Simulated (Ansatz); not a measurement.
Here is an Ansatz 0.2.0 calculation.

input.yaml

```yaml
crystal:
  lattice:
    - [0.0, 2.0859016414, 2.0859016414]
    - [2.0859016414, 0.0, 2.0859016414]
    - [2.0859016414, 2.0859016414, 0.0]
  atoms:
    - { symbol: Ni, position: [0.0, 0.0, 0.0], spin: 1.0 }
    - { symbol: O, position: [0.5, 0.5, 0.5] }
hamiltonian:
  xc: pbe
  pseudopotentials: { kind: paw }
  hubbard: { sites: [{ species: Ni, l: d, u_eff: 6.0 }] }
magnetization:
  spin_polarized: true
kpoints:
  mp_grid: { grid: [11, 11, 11] }
scf:
  occupations: { method: fermi_dirac, width: 0.05 }
  n_extra_bands: 6
output:
  forces: true
  stress: true
  eigenvalues: true
  dos: { projected: true, de: 0.05, nscf_kmesh: { grid: [17, 17, 17] } }
```

Potentials or basis: Ansatz PAW.

The run is started by

```sh
$ ansatz run input.yaml --threads 2 --pin off --max-ram 5632MiB --backend cpu --events-out ev --progress --plain --runs-dir out
```

**Question.** Estimate the pressure.

**Answer.** 14.1 GPa.

**Question.** Estimate the net moment.

**Answer.** 2.00 μB per cell.

**Question.** Estimate the site moments.

**Answer.** Ni +1.72; O +0.21 μB.

States per cell in windows of 1 eV (zero at the valence-band top; states under -8 eV left out):
| from (eV) | up | down | Ni 3d down | Ni 3d up | O 2p up | O 2p down | Ni 4s up | Ni 4s down |
| --- | --- | --- | --- | --- | --- | --- | --- | --- |
| -8.0 | 1.43 | 0.14 | 0.05 | 0.98 | 0.38 | 0.07 | 0.06 | 0.02 |
| -7.0 | 1.47 | 0.53 | 0.22 | 1.13 | 0.31 | 0.24 | 0.01 | 0.05 |
| -6.0 | 1.33 | 0.98 | 0.59 | 1.26 | 0.04 | 0.35 | 0.00 | 0.02 |
| -5.0 | 0.78 | 0.99 | 0.83 | 0.75 | 0.02 | 0.15 | 0.00 | 0.00 |
| -4.0 | 1.00 | 1.03 | 0.63 | 0.45 | 0.45 | 0.38 | 0.08 | 0.02 |
| -3.0 | 0.60 | 1.83 | 0.82 | 0.12 | 0.44 | 0.95 | 0.01 | 0.05 |
| -2.0 | 0.77 | 0.49 | 0.11 | 0.12 | 0.61 | 0.37 | 0.01 | 0.00 |
| -1.0 | 0.59 | 0.00 | 0.00 | 0.10 | 0.48 | 0.00 | 0.00 | 0.00 |
| 0.0 | 0.00 | 0.00 | 0.00 | 0.00 | 0.00 | 0.00 | 0.00 | 0.00 |
| 1.0 | 0.00 | 0.00 | 0.00 | 0.00 | 0.00 | 0.00 | 0.00 | 0.00 |
| 2.0 | 0.00 | 0.51 | 0.47 | 0.00 | 0.00 | 0.02 | 0.00 | 0.01 |
| 3.0 | 0.02 | 1.14 | 0.94 | 0.00 | 0.00 | 0.13 | 0.01 | 0.03 |
| 4.0 | 0.04 | 0.38 | 0.27 | 0.00 | 0.01 | 0.09 | 0.02 | 0.01 |
| 5.0 | 0.07 | 0.05 | 0.00 | 0.00 | 0.02 | 0.01 | 0.04 | 0.02 |
| 6.0 | 0.18 | 0.13 | 0.01 | 0.00 | 0.03 | 0.03 | 0.09 | 0.05 |
| 7.0 | 0.32 | 0.26 | 0.01 | 0.00 | 0.04 | 0.04 | 0.18 | 0.13 |

Caveat: the magnetic or orbital state may not be the lowest; odd divisions of the mesh miss points on the zone boundary, where band edges often lie, so the gap on the mesh can be too wide; the pressure holds a Pulay correction of +0.7 GPa for the finite cutoff; a cell with one magnetic atom can't hold antiferromagnetic order, which such compounds often take; the density of states is complete only up to the lowest level of the last band computed. The state reached can hang on the start; a lower one may exist.
